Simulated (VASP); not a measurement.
Wanted: the native input for a VASP 6.6.1 run.

```
Task                   : dielectric tensor
Functional             : LDA
Potentials or basis    : VASP PAW LDA potentials, release 64 (Mo_sv, S)
Cutoff                 : 600 eV
k mesh                 : 12 × 12 × 3
Occupations            : gaussian, width 0.03 eV
Spin                   : no spin polarisation
Further INCAR settings : ALGO = Normal; EDIFF = 1e-08
```

The structure of MoS2 lies in POSCAR:

```
MoS2                                    
1.0
    3.1236058386      0.0000000000      0.0000000000
   -1.5618029193      2.7051220077      0.0000000000
    0.0000000000      0.0000000000     12.0726936734
  Mo              S             
     2     4
Direct
     0.3333333332999970    0.6666666667000030    0.2500000000000000
     0.6666666667000030    0.3333333332999970    0.7500000000000000
     0.3333333332999970    0.6666666667000030    0.6212510039505048
     0.6666666667000030    0.3333333332999970    0.1212510039505048
     0.3333333332999970    0.6666666667000030    0.8787489960494952
     0.6666666667000030    0.3333333332999970    0.3787489960494952
```

These files were run (other wordings do the same):

INCAR

```
SYSTEM = MoS2
PREC = Accurate
ENCUT = 600
EDIFF = 1E-8
ISMEAR = 0
SIGMA = 0.03
LREAL = .FALSE.
LASPH = .TRUE.
NELM = 80
ALGO = Normal
ISIF = 2
LWAVE = .FALSE.
LCHARG = .FALSE.
LEPSILON = .TRUE.
KPAR = 2
```

KPOINTS

```
Automatic mesh
0
G
  12 12 3
  0 0 0
```

Potentials or basis: VASP PAW LDA potentials, release 64 (Mo_sv, S).

Command:

```console
$ cat potpaw_LDA.64/Mo_sv/POTCAR potpaw_LDA.64/S/POTCAR > POTCAR
$ mpirun -np 2 vasp_std > vasp.out
```

Results of the run:

```yaml
Band_gap_on_the_k_mesh: 0.74 eV, indirect (least direct gap 1.76 eV)
Electronic_dielectric_tensor_diagonal: 15.40, 15.40, 7.38
Born_charges_mean_of_the_diagonal: Mo -1.02; S +0.51 e
```

Caveat: an odd mesh through Γ misses points on the zone boundary, where band edges often lie.

It took 42 min on 2 MPI ranks on Intel(R) Xeon(R) Platinum 8488C (Sapphire Rapids), on a shared host, peak memory 0.8 GiB a rank.
